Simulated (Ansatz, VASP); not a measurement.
# Cross-check of C between VASP and Ansatz

Aim: how closely do two programs agree when they are given the same cell, functional and k mesh? The cell is taken from a series of runs on this material, whose earlier steps may have relaxed, scaled, displaced or heated it; both programs get it as it stands.

Main program and level: Ansatz 0.2.0; plane waves, with VASP 6.6.1 beside it; single point at HSE06.

## (1) The starting structure

Symmetry: R-3m, No. 166, trigonal system. The conventional cell has a = 2.460 Å, b = 2.460 Å, c = 54.400 Å, α = 90.00°, β = 90.00°, γ = 120.00°. C has 3 C at 1.42 Å nearest. Nearest to C lie 3 C at 1.42 Å. Nearest to C lie 3 C at 1.42 Å.

Structure file:

```cif
data_structure
_symmetry_space_group_name_H-M 'P 1'
_symmetry_Int_Tables_number 1
_cell_length_a 2.4600
_cell_length_b 2.4600
_cell_length_c 18.1889
_cell_angle_alpha 93.878
_cell_angle_beta 90.000
_cell_angle_gamma 120.000
_cell_volume 95.03
loop_
_atom_site_label
_atom_site_type_symbol
_atom_site_fract_x
_atom_site_fract_y
_atom_site_fract_z
_atom_site_occupancy
C1 C 0.23780 0.47561 0.71341 1
C2 C 0.75668 0.51336 0.27005 1
C3 C 0.08969 0.17938 0.26906 1
C4 C 0.90480 0.80960 0.71439 1
C5 C 0.02773 0.05546 0.08319 1
C6 C 0.96676 0.93351 0.90027 1
C7 C 0.36172 0.72344 0.08516 1
C8 C 0.63277 0.26553 0.89830 1
```

## (2) VASP: single point, HSE06

With cell and atoms fixed, the geometry can't cause a difference; cores, projectors, grids and the points listed under the comparison can.

Lines of VASP's logs that name or quote its potential files are left out, and so is its time.

The run reads the wave functions of an earlier VASP run, which isn't shown here.

INCAR

```
SYSTEM = C
PREC = Accurate
ENCUT = 520
EDIFF = 1E-06
NELM = 100
ISMEAR = 0
SIGMA = 0.01
LREAL = .FALSE.
ALGO = Normal
LHFCALC = .TRUE.
AEXX = 0.25
GGA = PE
HFSCREEN = 0.208
LASPH = .TRUE.
NBANDS = 24
PRECFOCK = Fast
LORBIT = 11
LWAVE = .FALSE.
LCHARG = .FALSE.
KPAR = 8
ISIF = 2
```

POSCAR

```
C
1.0
    2.4600000000      0.0000000000      0.0000000000
   -1.2300000000      2.1304224933      0.0000000000
    0.0000000000     -1.4202816622     18.1333333333
C
8
Direct
    0.2378033088      0.4756066176      0.7134099265
    0.7566819853      0.5133639706      0.2700459559
    0.0896875000      0.1793750000      0.2690625000
    0.9047977941      0.8095955882      0.7143933824
    0.0277297794      0.0554595588      0.0831893382
    0.9667555147      0.9335110294      0.9002665441
    0.3617187500      0.7234375000      0.0851562500
    0.6327665441      0.2655330882      0.8982996324
```

KPOINTS

```
Automatic mesh
0
Gamma
5 5 5
0 0 0
```

The projector-augmented-wave data sets are C (PBE family, release 64).

Launch:

```sh
> mpirun -np 8 vasp_std
```

Numbers of over 12 decimals in the logs are rounded to 6 here.

What it wrote:

```text
[banner, memory and clock lines left out]
running    8 mpi-ranks, on    1 nodes
 distrk:  each k-point on    1 cores,    8 groups
 distr:  one band on    1 cores,    1 groups

 POSCAR found type information on POSCAR C
 POSCAR found :  1 types and       8 ions
|                                                                             |
|           W    W    AA    RRRRR   N    N  II  N    N   GGGG   !!!           |
|           W    W   A  A   R    R  NN   N  II  NN   N  G    G  !!!           |
|           W    W  A    A  R    R  N N  N  II  N N  N  G       !!!           |
|           W WW W  AAAAAA  RRRRR   N  N N  II  N  N N  G  GGG   !            |
|           WW  WW  A    A  R   R   N   NN  II  N   NN  G    G                |
|           W    W  A    A  R    R  N    N  II  N    N   GGGG   !!!           |
|                                                                             |
|     For optimal performance we recommend to set                             |
|       NCORE = 2 up to number-of-cores-per-socket                            |
|     NCORE specifies how many cores store one orbital (NPAR=cpu/NCORE).      |
|     This setting can greatly improve the performance of VASP for DFT.       |
|     The default, NCORE=1 might be grossly inefficient on modern             |
|     multi-core architectures or massively parallel machines. Do your        |
|     Unfortunately you need to use the default for GW and RPA                |
|     calculations (for HF NCORE is supported but not extensively tested      |
|     yet).                                                                   |
|                                                                             |

 LDA part: xc-table for (Slater+PW92), standard interpolation
 found WAVECAR, reading the header
 POSCAR, INCAR and KPOINTS ok, starting setup
 FFT: planning ... GRIDC
 FFT: planning ... GRID_SOFT
 FFT: planning ... GRID
 reading WAVECAR
 the WAVECAR file was read successfully
 initial charge from wavefunction
 entering main loop
       N       E                     dE             d eps       ncg     rms          rms(c)
DAV:   1    -0.845189051523E+02   -0.84519E+02   -0.97841E-01  1032   0.651E+00    0.142E+00
DAV:   2    -0.845188227065E+02    0.82446E-04   -0.13406E-02  1208   0.705E-01    0.892E-01
DAV:   3    -0.845157904186E+02    0.30323E-02   -0.26105E-03  1136   0.300E-01    0.488E-01
DAV:   4    -0.845150351443E+02    0.75527E-03   -0.93445E-04  1200   0.180E-01    0.255E-01
DAV:   5    -0.845148547578E+02    0.18039E-03   -0.21314E-04  1216   0.888E-02    0.134E-01
DAV:   6    -0.845148096990E+02    0.45059E-04   -0.44443E-05  1176   0.418E-02    0.716E-02
DAV:   7    -0.845148000026E+02    0.96964E-05   -0.96078E-06  1200   0.200E-02    0.389E-02
DAV:   8    -0.845148008680E+02   -0.86539E-06   -0.22654E-06  1032   0.100E-02
   1 F= -.84514801E+02 E0= -.84514801E+02  d E =-.115034E-77
```

Parts of OUTCAR (step 2):

```text
ion  position               nearest neighbor table
   1  0.238  0.476  0.713-   4 1.42   4 1.42   4 1.42
   2  0.757  0.513  0.270-   3 1.42   3 1.42   3 1.42
   3  0.090  0.179  0.269-   2 1.42   2 1.42   2 1.42
   4  0.905  0.810  0.714-   1 1.42   1 1.42   1 1.42
   5  0.028  0.055  0.083-   7 1.42   7 1.42   7 1.42
   6  0.967  0.934  0.900-   8 1.42   8 1.42   8 1.42
   7  0.362  0.723  0.085-   5 1.42   5 1.42   5 1.42
   8  0.633  0.266  0.898-   6 1.42   6 1.42   6 1.42

  LATTYP: Found a trigonal (rhomboedric) cell.
 ALAT       =    18.1888696124
 COS(alpha) =     0.9908540505

 Subroutine GETGRP returns: Found 12 space group operations
 (whereof  6 operations were pure point group operations)

The static configuration has the point symmetry C_3v.
 The point group associated with its full space group is D_3d.

 Found     19 irreducible k-points:

   k-points           NKPTS =     19   k-points in BZ     NKDIM =    125   number of bands    NBANDS=     24

   dimension x,y,z NGX =    18 NGY =   18 NGZ =  140
   dimension x,y,z NGXF=    36 NGYF=   36 NGZF=  280

   ENCUT  =  520.0 eV  38.22 Ry    6.18 a.u.   4.57  4.57 33.82*2*pi/ulx,y,z

   NELECT =      32.0000    total number of electrons

 k-points in reciprocal lattice and weights: Automatic mesh
   0.00000000  0.00000000  0.00000000       0.008
   0.20000000 -0.00000000  0.00000000       0.048
   0.40000000  0.00000000  0.00000000       0.048
   0.00000000  0.20000000  0.00000000       0.048
   0.20000000  0.20000000 -0.00000000       0.096
   0.40000000  0.20000000 -0.00000000       0.096
  -0.40000000  0.20000000 -0.00000000       0.048
   0.00000000  0.40000000  0.00000000       0.048
   0.20000000  0.40000000 -0.00000000       0.048
[...]
0.00000000  0.00000000  0.40000000       0.016
   0.20000000 -0.00000000  0.40000000       0.048

  exchange ACFDT corr.  =         0.00000000  see jH, gK, PRB 81, 115126

 average (electrostatic) potential at core
       1 -49.3014       2 -49.3014       3 -49.3267       4 -49.3267       5 -49.3607
       6 -49.3607       7 -49.3100       8 -49.3101

 E-fermi :   0.8828

 k-point     1 :       0.0000    0.0000    0.0000
  band No.  band energies     occupation
    ...
     12      -1.6415      2.00000
     13      -1.6309      2.00000
     14      -1.6309      2.00000
     15      -1.6296      2.00000
     16      -1.6296      2.00000
     17       5.9423      0.00000
     18       7.0347      0.00000
     19       7.7007      0.00000
     20      10.0915      0.00000
     21      10.8652      0.00000
    ...

 k-point     2 :       0.2000   -0.0000    0.0000
  band No.  band energies     occupation
    ...
     12      -4.4128      2.00000
     13      -3.2722      2.00000
     14      -3.2549      2.00000
     15      -3.2384      2.00000
     16      -3.2316      2.00000
     17       7.2355      0.00000
     18       8.2674      0.00000
     19       8.8937      0.00000
     20      11.0108      0.00000
     21      11.3606      0.00000
    ...

 k-point     3 :       0.4000    0.0000    0.0000
  band No.  band energies     occupation
    ...
     12      -5.0424      2.00000
     13      -2.4721      2.00000
     14      -2.0678      2.00000
     15      -1.5806      2.00000
     16      -1.1605      2.00000
     17       5.6679      0.00000
     18       5.9057      0.00000
     19       6.2842      0.00000
     20       6.5935      0.00000
     21      10.5401      0.00000
    ...

  Total       -1.9158425     -1.9158425      0.6574487      0.0000000      0.0000000      0.0000000
  in kB      -32.2992088    -32.2992088     11.0839341      0.0000000      0.0000000      0.0000000
  external PRESSURE =     -17.8381612 kB  Pullay stress =       0.0000000 kB

  energy-cutoff  :      520.00
  volume of cell :       95.03
      direct lattice vectors                 reciprocal lattice vectors
     2.460000000  0.000000000  0.000000000     0.406504065  0.234695231  0.018382353
    -1.230000000  2.130422493  0.000000000     0.000000000  0.469390463  0.036764706
     0.000000000 -1.420281662 18.133333333     0.000000000  0.000000000  0.055147059

 POSITION                                       TOTAL-FORCE (eV/Angst)
 -----------------------------------------------------------------------------------
     -0.00000     -0.00000     12.93650         0.000000      0.000000      0.284624
      1.23000      0.71014      4.89683         0.000000     -0.000000     -0.284624
     -0.00000      0.00000      4.87900        -0.000000      0.000000      0.362284
      1.23000      0.71014     12.95433         0.000000     -0.000000     -0.362284
     -0.00000      0.00000      1.50850         0.000000      0.000000      0.650755
      1.23000      0.71014     16.32483         0.000000     -0.000000     -0.650755
      0.00000      1.42028      1.54417         0.000000     -0.000000     -0.649379
      1.23000     -0.71014     16.28917        -0.000000      0.000000      0.649379
 -----------------------------------------------------------------------------------
    total drift:                               -0.000001      0.000003     -0.000010

  FREE ENERGIE OF THE ION-ELECTRON SYSTEM (eV)
  ---------------------------------------------------
  free  energy   TOTEN  =       -84.5148008680 eV

  energy  without entropy=      -84.5148008680  energy(sigma->0) =      -84.51480087

 total charge
# of ion       s       p       d       tot
------------------------------------------
    1        0.869   1.789   0.000   2.658
    2        0.869   1.789   0.000   2.658
    3        0.870   1.786   0.000   2.656
    4        0.870   1.786   0.000   2.656
    5        0.870   1.783   0.000   2.654
    6        0.870   1.783   0.000   2.654
    7        0.869   1.789   0.000   2.658
    8        0.869   1.789   0.000   2.658
--------------------------------------------------
tot          6.956  14.294   0.000  21.250

[... 3 further parts left out ...]
```

The run ends at a pressure of -1.78 GPa, with forces up to 0.65 eV/Å.

(Continued in part 2 of 2.)

[Lines on the potential files, build, host, timing and source positions are cut from VASP's logs without a mark.]

[Logs are printed without paths, hosts, clocks, repeated set-up lines and the standing remarks that a program may print on its own settings, such as how far it seeks lower states.]

[Hosts, paths, dates, database ids (printed as entryN), source tags and the programs' standing remarks are cut or masked in the printed files.]
